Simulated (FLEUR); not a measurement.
# C (P6_3/mmc) in FLEUR: a series of runs, part 2 of 3

FLEUR MaX-R8.1 (later development tree). Earlier steps stand in the parts before.

### 3 Band structure, PBE

The COD entry that gives the cell may itself be a prediction, so a difference from it is no test against experiment.

inp.xml reads:

```xml
<?xml version="1.0" encoding="UTF-8" standalone="no"?>
<fleurInput fleurInputVersion="0.39">
   <comment>
      C                                                                                                   
   </comment>
   <calculationSetup>
      <cutoffs Kmax="3.5" Gmax="17.5" GmaxXC="17.5" numbands="0"/>
      <scfLoop itmax="60" minDistance="0.00001" maxIterBroyd="15" imix="Anderson" alpha="0.05" precondParam="0.0" spinf="2.0" sdNocoIR="T"/>
      <coreElectrons ctail="T" frcor="F" kcrel="0" coretail_lmax="0"/>
      <xcFunctional name="pbe" relativisticCorrections="F"/>
      <magnetism jspins="1"/>
      <soc l_soc="F" theta="0.0" phi="0.0" spav="F"/>
      <expertModes spex="0" secvar="F"/>
      <geometryOptimization l_f="F" forcealpha="1.0" forcemix="BFGS" epsdisp="0.00001" epsforce="0.00001"/>
      <ldaU l_linMix="F" mixParam="0.05" spinf="1.0"/>
   </calculationSetup>
   <cell>
      <bzIntegration valenceElectrons="32.0" mode="hist" fermiSmearingEnergy="0.00183747">
         <kPointListSelection listName="default-1"/>
         <!-- k-points included here -->
         <xi:include xmlns:xi="http://www.w3.org/2001/XInclude" href="kpts.xml"> </xi:include>
      </bzIntegration>
      <!-- symmetry operations included here -->
      <xi:include xmlns:xi="http://www.w3.org/2001/XInclude" href="sym.xml"> </xi:include>
      <bulkLattice scale="1.0">
         <bravaisMatrix>
            <row-1>    4.7660782588536597     0.0000000000000000     0.0000000000000000</row-1>
            <row-2>   -2.3830391294268298     4.1275448486208255     0.0000000000000000</row-2>
            <row-3>    0.0000000000000000     0.0000000000000000    15.5658630609426591</row-3>
         </bravaisMatrix>
      </bulkLattice>
   </cell>
   <atomSpecies>
      <species name="Carbon (C)" element="C" atomicNumber="6">
         <mtSphere radius="1.35" gridPoints="447" logIncrement="0.023"/>
         <atomicCutoffs lmax="5" lnonsphr="3"/>
         <electronConfig flipSpins="F">
            <coreConfig>(1s1/2)</coreConfig>
            <valenceConfig>(2s1/2) (2p1/2) (2p3/2)</valenceConfig>
            <stateOccupation state="(2p1/2)" spinUp="0.333333" spinDown="0.333333"/>
            <stateOccupation state="(2p3/2)" spinUp="0.666667" spinDown="0.666667"/>
         </electronConfig>
         <energyParameters s="2" p="2" d="3" f="4"/>
         <lo type="SCLO" l="0" n="2" eDeriv="2"/>
         <lo type="SCLO" l="1" n="2" eDeriv="2"/>
         <lo type="SCLO" l="2" n="3" eDeriv="2"/>
      </species>
   </atomSpecies>
   <atomGroups>
      <atomGroup species="Carbon (C)">
         <relPos label="                   1">-1.000/3.000 1.000/3.000 -5.000/32.000</relPos>
         <relPos label="                   2">1.000/3.000 -1.000/3.000 11.000/32.000</relPos>
         <relPos label="                   3">-1.000/3.000 1.000/3.000 -11.000/32.000</relPos>
         <relPos label="                   4">1.000/3.000 -1.000/3.000 5.000/32.000</relPos>
         <force calculate="T" relaxXYZ="TTT"/>
      </atomGroup>
      <atomGroup species="Carbon (C)">
         <relPos label="                   5">.0000000000 .0000000000 -3.000/32.000</relPos>
         <relPos label="                   6">.0000000000 .0000000000 13.000/32.000</relPos>
         <relPos label="                   7">.0000000000 .0000000000 -13.000/32.000</relPos>
         <relPos label="                   8">.0000000000 .0000000000 3.000/32.000</relPos>
         <force calculate="T" relaxXYZ="TTT"/>
      </atomGroup>
   </atomGroups>
   <output dos="F" band="F" slice="F">
      <checks vchk="F" cdinf="F"/>
      <bandDOS minEnergy="-.5*Htr" maxEnergy="0.5*Htr" sigma="0.015" storeEVData="T"/>
      <vacuumDOS vacdos="F" integ="F" star="F" nstars="0" locx1="0.0" locy1="0.0" locx2="0.0" locy2="0.0" nstm="0" tworkf="0.0"/>
      <unfoldingBand unfoldBand="F" supercellX="1" supercellY="1" supercellZ="1"/>
      <plotting iplot="0" polar="F">
         <plot TwoD="T" vec1="  1.0  0.0  0.0" vec2="  0.0  1.0  0.0" vec3="  0.0  0.0  1.0" zero="  0.0  0.0  0.0" file="plot"/>
      </plotting>
      <chargeDensitySlicing numkpt="0" minEigenval="0.0" maxEigenval="0.0" nnne="0" pallst="F"/>
      <specialOutput eonly="F"/>
      <moessbauerParams electricFieldGradient="T" isomerShift="T" coreHyperfine="T" valenceHyperfine="T"/>
      <magneticCircularDichroism mcd="F" energyLo="-10.0" energyUp="0.0"/>
   </output>
  <!-- We include the file relax.xml here to enable relaxations (see documentation) -->
  <xi:include xmlns:xi="http://www.w3.org/2001/XInclude" href="relax.xml"> <xi:fallback/> </xi:include>
</fleurInput>
```

crystal.txt reads:

```
C
&input cartesian=F /
2.5221000000  0.0000000000  0.0000000000
-1.2610500000  2.1842026709  0.0000000000
0.0000000000  0.0000000000  8.2371000000
1.8897261246
1.0 1.0 1.0

8
6 0.6666666667  0.3333333333  0.8437500000
6 0.3333333333  0.6666666667  0.3437500000
6 0.6666666667  0.3333333333  0.6562500000
6 0.3333333333  0.6666666667  0.1562500000
6 0.0000000000  0.0000000000  0.9062500000
6 0.0000000000  0.0000000000  0.4062500000
6 0.0000000000  0.0000000000  0.5937500000
6 0.0000000000  0.0000000000  0.0937500000

&kpt div1=12 div2=12 div3=4 gamma=T /
```

inp.xml (bands) reads:

```
<?xml version="1.0" encoding="UTF-8" standalone="no"?>
<fleurInput fleurInputVersion="0.39">
   <comment>
      C                                                                                                   
   </comment>
   <calculationSetup>
      <cutoffs Kmax="3.5" Gmax="17.5" GmaxXC="17.5" numbands="0"/>
      <scfLoop itmax="60" minDistance="0.00001" maxIterBroyd="15" imix="Anderson" alpha="0.05" precondParam="0.0" spinf="2.0" sdNocoIR="T"/>
      <coreElectrons ctail="T" frcor="F" kcrel="0" coretail_lmax="0"/>
      <xcFunctional name="pbe" relativisticCorrections="F"/>
      <magnetism jspins="1"/>
      <soc l_soc="F" theta="0.0" phi="0.0" spav="F"/>
      <expertModes spex="0" secvar="F"/>
      <geometryOptimization l_f="F" forcealpha="1.0" forcemix="BFGS" epsdisp="0.00001" epsforce="0.00001"/>
      <ldaU l_linMix="F" mixParam="0.05" spinf="1.0"/>
   </calculationSetup>
   <cell>
      <bzIntegration valenceElectrons="32.0" mode="hist" fermiSmearingEnergy="0.00183747">
         <kPointListSelection listName="path-1"/>
         <!-- k-points included here -->
         <xi:include xmlns:xi="http://www.w3.org/2001/XInclude" href="kpts.xml"> </xi:include>
      </bzIntegration>
      <!-- symmetry operations included here -->
      <xi:include xmlns:xi="http://www.w3.org/2001/XInclude" href="sym.xml"> </xi:include>
      <bulkLattice scale="1.0">
         <bravaisMatrix>
            <row-1>    4.7660782588536597     0.0000000000000000     0.0000000000000000</row-1>
            <row-2>   -2.3830391294268298     4.1275448486208255     0.0000000000000000</row-2>
            <row-3>    0.0000000000000000     0.0000000000000000    15.5658630609426591</row-3>
         </bravaisMatrix>
      </bulkLattice>
   </cell>
   <atomSpecies>
      <species name="Carbon (C)" element="C" atomicNumber="6">
         <mtSphere radius="1.35" gridPoints="447" logIncrement="0.023"/>
         <atomicCutoffs lmax="5" lnonsphr="3"/>
         <electronConfig flipSpins="F">
            <coreConfig>(1s1/2)</coreConfig>
            <valenceConfig>(2s1/2) (2p1/2) (2p3/2)</valenceConfig>
            <stateOccupation state="(2p1/2)" spinUp="0.333333" spinDown="0.333333"/>
            <stateOccupation state="(2p3/2)" spinUp="0.666667" spinDown="0.666667"/>
         </electronConfig>
         <energyParameters s="2" p="2" d="3" f="4"/>
         <lo type="SCLO" l="0" n="2" eDeriv="2"/>
         <lo type="SCLO" l="1" n="2" eDeriv="2"/>
         <lo type="SCLO" l="2" n="3" eDeriv="2"/>
      </species>
   </atomSpecies>
   <atomGroups>
      <atomGroup species="Carbon (C)">
         <relPos label="                   1">-1.000/3.000 1.000/3.000 -5.000/32.000</relPos>
         <relPos label="                   2">1.000/3.000 -1.000/3.000 11.000/32.000</relPos>
         <relPos label="                   3">-1.000/3.000 1.000/3.000 -11.000/32.000</relPos>
         <relPos label="                   4">1.000/3.000 -1.000/3.000 5.000/32.000</relPos>
         <force calculate="T" relaxXYZ="TTT"/>
      </atomGroup>
      <atomGroup species="Carbon (C)">
         <relPos label="                   5">.0000000000 .0000000000 -3.000/32.000</relPos>
         <relPos label="                   6">.0000000000 .0000000000 13.000/32.000</relPos>
         <relPos label="                   7">.0000000000 .0000000000 -13.000/32.000</relPos>
         <relPos label="                   8">.0000000000 .0000000000 3.000/32.000</relPos>
         <force calculate="T" relaxXYZ="TTT"/>
      </atomGroup>
   </atomGroups>
   <output dos="F" band="T" slice="F">
      <checks vchk="F" cdinf="F"/>
      <bandDOS minEnergy="-.5*Htr" maxEnergy="0.5*Htr" sigma="0.015" storeEVData="T"/>
      <vacuumDOS vacdos="F" integ="F" star="F" nstars="0" locx1="0.0" locy1="0.0" locx2="0.0" locy2="0.0" nstm="0" tworkf="0.0"/>
      <unfoldingBand unfoldBand="F" supercellX="1" supercellY="1" supercellZ="1"/>
      <plotting iplot="0" polar="F">
         <plot TwoD="T" vec1="  1.0  0.0  0.0" vec2="  0.0  1.0  0.0" vec3="  0.0  0.0  1.0" zero="  0.0  0.0  0.0" file="plot"/>
      </plotting>
      <chargeDensitySlicing numkpt="0" minEigenval="0.0" maxEigenval="0.0" nnne="0" pallst="F"/>
      <specialOutput eonly="F"/>
      <moessbauerParams electricFieldGradient="T" isomerShift="T" coreHyperfine="T" valenceHyperfine="T"/>
      <magneticCircularDichroism mcd="F" energyLo="-10.0" energyUp="0.0"/>
   </output>
  <!-- We include the file relax.xml here to enable relaxations (see documentation) -->
  <xi:include xmlns:xi="http://www.w3.org/2001/XInclude" href="relax.xml"> <xi:fallback/> </xi:include>
</fleurInput>
```

Potentials or basis: all-electron, FLAPW.

Command:

```sh
$ inpgen -f crystal.txt -profile veryFastHighL
$ # inp.xml edited to the form shown
$ fleur_MPI
$ fleur_MPI   # second run, on inp.xml (bands)
```

Standard output:

```text
Welcome to FLEUR        (www.flapw.de)
      MaX-Release 8.1          (www.max-centre.eu)

 ========== k-point set info ==========
 Selected k-point list: default-1
 k-point list type: mesh
 12 x 12 x 4
 Number of k points: 57

 ------------Calculation Setup---------------------------
 Number of MPI-tasks      :            1
 Number of PE/node        :            1
 Number of OMP-threads    :            1
 Most efficient MPI parallelization for:
           1           3          19          57
 Additional eigenvalue parallelization possible
 Number of basis functions:          356
 Approximate size of matrices (H+S) per k-point:         0.002 GB
 --------------------------------------------------------
 Iteration:     1   Distance:      25.41465623 me/bohr^3
 Iteration:     2   Distance:      23.99215865 me/bohr^3
 Iteration:     3   Distance:       3.57946995 me/bohr^3
 Iteration:     4   Distance:       2.36309158 me/bohr^3
 Iteration:     5   Distance:       0.33140226 me/bohr^3
 Iteration:     6   Distance:       0.21645945 me/bohr^3
 Iteration:     7   Distance:       0.45733472 me/bohr^3
 Iteration:     8   Distance:       0.02672544 me/bohr^3
 Iteration:     9   Distance:       0.05166885 me/bohr^3
 Iteration:    10   Distance:       0.01810498 me/bohr^3
 Iteration:    11   Distance:       0.00083929 me/bohr^3
 Iteration:    12   Distance:       0.00046472 me/bohr^3
 Iteration:    13   Distance:       0.00004872 me/bohr^3
 Iteration:    14   Distance:       0.00001929 me/bohr^3
 Iteration:    15   Distance:       0.00000812 me/bohr^3

 ********************************************************************
 Run finished successfully
 Stop message:
   all done
 ********************************************************************
```

output (bands):

```text
Welcome to FLEUR        (www.flapw.de)
      MaX-Release 8.1          (www.max-centre.eu)

 ========== k-point set info ==========
 Selected k-point list: path-1
 k-point list type: path
 Number of k points: 60

 ------------Calculation Setup---------------------------
 Number of MPI-tasks      :            1
 Number of PE/node        :            1
 Number of OMP-threads    :            1
 Most efficient MPI parallelization for:
           1           2           3           4           5           6          10          12          15          20          30          60
 Additional eigenvalue parallelization possible
 Number of basis functions:          358
 Approximate size of matrices (H+S) per k-point:         0.002 GB
 --------------------------------------------------------
 Fermi energy correction for insulators:
 No automatic correction of the Fermi energy has been performed.

 Note: Band structure data (together with different weights) is also stored in the banddos.hdf file.
       A convenient way of extracting and plotting the data from that file is by making use of the

 ********************************************************************
 Run finished successfully
 Stop message:
   Charge density postprocessing done.
 ********************************************************************
```

out.xml (last iteration):

```text
<iteration numberForCurrentRun="   15" overallNumber="   15">
         <energyParameters units="Htr">
            <atomicEP atomType="1" spin="1" branch="2s" branchLowest="-9.33" branchHighest="2.76" value="-0.2637837405"/>
            <atomicEP atomType="1" spin="1" branch="2p" branchLowest="-9.99" branchHighest="2.32" value="-0.0657663854"/>
            <atomicEP atomType="1" spin="1" branch="3d" branchLowest="-9.99" branchHighest="6.94" value="0.1383690535"/>
[... 94 lines left out ...]
            </atomTypeDependentContributions>
            <tkbTimesEntropy value="0.0000000000"/>
            <freeEnergy value="-304.5828431547"/>
            <extrapolationTo0K value="-304.5828431547"/>
         </totalEnergy>
         <densityConvergence units="me/bohr^3">
            <chargeDensity spin="1" distance="0.0000081236"/>
         </densityConvergence>
      </iteration>
```

Run time: 29 s. Hardware: 1 thread of Arm Neoverse V1, shared host; peak memory 0.07 GiB.

What came out:

- Free energy: -8288.1214 eV
- Band gap on the k mesh: 4.41 eV, indirect (least direct gap 5.25 eV)
- Band gap along the path: 4.41 eV, indirect (least direct gap 5.25 eV)
- Valence electrons inside the program's atomic spheres: C 2.05 (radii C 1.35 bohr)

Levels at the corners of the path, in eV from the valence-band top:
```
point  band 12  band 13  band 14  band 15  band 16  band 17  band 18  band 19  band 20  band 21
    Γ    -1.67    -1.67    -0.19     0.00     0.00     5.25     5.25     5.77     7.05     7.05
    M    -4.84    -4.84    -4.40    -3.55    -2.74     4.44     5.56     5.91     6.03     6.95
    K    -7.38    -7.04    -5.56    -5.56    -3.92     6.35     6.35     7.91     8.49     8.49
    Γ    -1.67    -1.67    -0.19     0.00     0.00     5.25     5.25     5.77     7.05     7.05
    A    -2.54    -0.66    -0.66    -0.66    -0.66     6.04     6.04     6.04     6.04     6.75
    L    -5.97    -4.59    -4.59    -3.46    -3.46     4.81     4.81     7.15     7.15     7.61
    H    -8.43    -5.24    -5.24    -4.96    -4.96     5.28     5.28     9.85     9.85    11.20
    A    -2.54    -0.66    -0.66    -0.66    -0.66     6.04     6.04     6.04     6.04     6.75
    L    -5.97    -4.59    -4.59    -3.46    -3.46     4.81     4.81     7.15     7.15     7.61
    M    -4.84    -4.84    -4.40    -3.55    -2.74     4.44     5.56     5.91     6.03     6.95
    K    -7.38    -7.04    -5.56    -5.56    -3.92     6.35     6.35     7.91     8.49     8.49
    H    -8.43    -5.24    -5.24    -4.96    -4.96     5.28     5.28     9.85     9.85    11.20
```

Core levels (eV from the Fermi level):
```csv
atom,levels
1 C,1s1/2 -266.3
2 C,1s1/2 -266.3
3 C,1s1/2 -266.3
4 C,1s1/2 -266.3
5 C,1s1/2 -266.3
6 C,1s1/2 -266.3
```

Caveat: the plane-wave cutoff is short for the small spheres of the light atoms, so energies, forces and moduli aren't converged. Expect the measured gap to be larger: semilocal functionals such as PBE lack the derivative discontinuity.

### 4 Equation of state, PBE, 5.33 Å³/atom (volume scaled by 0.94)

inp.xml: that of step 3 with these lines changed.

```diff
@@ -24,3 +24,3 @@
       <xi:include xmlns:xi="http://www.w3.org/2001/XInclude" href="sym.xml"> </xi:include>
-      <bulkLattice scale="1.0">
+      <bulkLattice scale="0.9795861087">
          <bravaisMatrix>
@@ -34,3 +34,3 @@
       <species name="Carbon (C)" element="C" atomicNumber="6">
-         <mtSphere radius="1.35" gridPoints="447" logIncrement="0.023"/>
+         <mtSphere radius="1.31" gridPoints="447" logIncrement="0.023"/>
          <atomicCutoffs lmax="5" lnonsphr="3"/>
```

Command:

```sh
$ inpgen -f crystal.txt -profile veryFastHighL
$ # inp.xml edited to the form shown
$ fleur_MPI
```

It took 25 s on 1 thread of Arm Neoverse V1, shared host; peak memory 0.08 GiB.

Results (log left out):

```
Free energy                                           : -8286.6344 eV
Band gap on the k mesh                                : 4.58 eV, indirect (least direct gap 5.37 eV)
Valence electrons inside the program's atomic spheres : C 1.96 (radii C 1.31 bohr)
```

Caveat: the plane-wave cutoff is short for the small spheres of the light atoms, so energies, forces and moduli aren't converged.

### 5 Equation of state, PBE, 5.45 Å³/atom (volume scaled by 0.96)

inp.xml: that of step 4 with these lines changed.

```diff
@@ -24,3 +24,3 @@
       <xi:include xmlns:xi="http://www.w3.org/2001/XInclude" href="sym.xml"> </xi:include>
-      <bulkLattice scale="0.9795861087">
+      <bulkLattice scale="0.9864848297">
          <bravaisMatrix>
```

Command:

```sh
$ inpgen -f crystal.txt -profile veryFastHighL
$ # inp.xml edited to the form shown
$ fleur_MPI
```

Wall time 26 s (1 thread of Arm Neoverse V1, shared host); peak memory 0.09 GiB.

The run converged. Its results:

| Item | Value |
| --- | --- |
| Free energy | -8286.8112 eV |
| Band gap on the k mesh | 4.53 eV, indirect (least direct gap 5.34 eV) |
| Valence electrons inside the program's atomic spheres | C 1.94 (radii C 1.31 bohr) |

Caveat: the plane-wave cutoff is short for the small spheres of the light atoms, so energies, forces and moduli aren't converged.

### 6 Equation of state, PBE, 5.67 Å³/atom

inp.xml: that of step 5 with these lines changed.

```diff
@@ -24,3 +24,3 @@
       <xi:include xmlns:xi="http://www.w3.org/2001/XInclude" href="sym.xml"> </xi:include>
-      <bulkLattice scale="0.9864848297">
+      <bulkLattice scale="1.0000000000">
          <bravaisMatrix>
```

Potentials or basis: all-electron, FLAPW.

Command:

```sh
$ inpgen -f crystal.txt -profile veryFastHighL
$ # inp.xml edited to the form shown
$ fleur_MPI
```

Wall time 27 s (1 thread of Arm Neoverse V1, shared host); peak memory 0.09 GiB.

It converged, with:

```yaml
Free_energy: -8286.9248 eV
Band_gap_on_the_k_mesh: 4.38 eV, indirect (least direct gap 5.25 eV)
Valence_electrons_inside_the_program's_atomic_spheres: C 1.90 (radii C 1.31 bohr)
```

Caveat: the plane-wave cutoff is short for the small spheres of the light atoms, so energies, forces and moduli aren't converged.

### 7 Equation of state, PBE, 5.90 Å³/atom (volume scaled by 1.04)

inp.xml: that of step 6 with these lines changed.

```diff
@@ -24,3 +24,3 @@
       <xi:include xmlns:xi="http://www.w3.org/2001/XInclude" href="sym.xml"> </xi:include>
-      <bulkLattice scale="1.0000000000">
+      <bulkLattice scale="1.0131594038">
          <bravaisMatrix>
```

Command:

```sh
$ inpgen -f crystal.txt -profile veryFastHighL
$ # inp.xml edited to the form shown
$ fleur_MPI
```

It took 28 s on 1 thread of Arm Neoverse V1, shared host; peak memory 0.09 GiB.

It converged, with:

```yaml
Free_energy: -8286.8926 eV
Band_gap_on_the_k_mesh: 4.26 eV, indirect (least direct gap 5.16 eV)
Valence_electrons_inside_the_program's_atomic_spheres: C 1.87 (radii C 1.31 bohr)
```

Caveat: the plane-wave cutoff is short for the small spheres of the light atoms, so energies, forces and moduli aren't converged.

(Part 2 of 3 ends here.)
